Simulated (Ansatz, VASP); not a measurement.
Two plane-wave programs on NaCl

POSCAR

```
NaCl
1.0
    0.0000000000      2.8405717629      2.8405717629
    2.8405717629      0.0000000000      2.8405717629
    2.8405717629      2.8405717629      0.0000000000
Na Cl
1 1
Direct
    0.0000000000      0.0000000000      0.0000000000
    0.5000000000      0.5000000000      0.5000000000
```

INCAR.step1

```
SYSTEM = NaCl
ALGO = Normal ; EDIFF = 1E-4
ENCUT = 520 ; GGA = PE
ISMEAR = 0 ; LASPH = .True.
LCHARG = .False. ; LREAL = .False.
LWAVE = .True. ; NBANDS = 14
NELM = 60 ; PREC = Accurate
SIGMA = 0.05
```

File INCAR.step2:

```
SYSTEM = NaCl
ALGO = Normal ; EDIFF = 1E-6
ENCUT = 520 ; ISIF = 2
ISMEAR = 0 ; ISTART = 1
LASPH = .True. ; LCHARG = .False.
LMIXTAU = .True. ; LREAL = .False.
LWAVE = .False. ; METAGGA = R2SCAN
NBANDS = 14 ; NELM = 60
PREC = Accurate ; SIGMA = 0.05
```

The input KPOINTS:

```
k-points
0
Gamma
  6 6 6
  0 0 0
```

Input for Ansatz:

```yaml
crystal:
  lattice:
    - [0.0, 2.8405717629, 2.8405717629]
    - [2.8405717629, 0.0, 2.8405717629]
    - [2.8405717629, 2.8405717629, 0.0]
  atoms:
    - { symbol: Na, position: [0.0, 0.0, 0.0] }
    - { symbol: Cl, position: [0.5, 0.5, 0.5] }
basis:
  ecutwfc: 500
  ecutrho_ratio: 4
kpoints:
  mp_grid: { grid: [6, 6, 6] }
hamiltonian:
  xc: r2scan
scf:
  occupations: { method: gaussian, width: 0.05 }
output:
  forces: true
  stress: true
  eigenvalues: true
```

Alike in both runs: task single point; functional r2SCAN; k mesh 6 × 6 × 6; occupations gaussian, width 0.05 eV; no spin polarisation.

|  | VASP | Ansatz |
| --- | --- | --- |
| version | VASP 6.6.1 | Ansatz 0.2.0 |
| potentials or method | VASP PAW PBE potentials, release 64 (Na_pv, Cl) | scalar-relativistic, plane waves, PAW |
| plane-wave cutoff (eV) | 520 | 500 |
| valence electrons in the cell | 14 | 16 |

|  | VASP | Ansatz | Ansatz less VASP |
| --- | --- | --- | --- |
| gap on the k mesh at the Fermi level (eV) | 5.83 | 5.81 | -0.023 |
| least direct gap on the mesh (eV) | 5.83 | 5.81 | -0.023 |
| pressure (GPa) | -1.2 | -1.0 | +0.22 |

The two sets of potentials don't hold the same shells in valence.

Caveats: the PAW data sets were made with another functional, which shifts forces and pressure a little (VASP). r2SCAN opens gaps a little over a GGA but as a rule still falls short of measured ones.
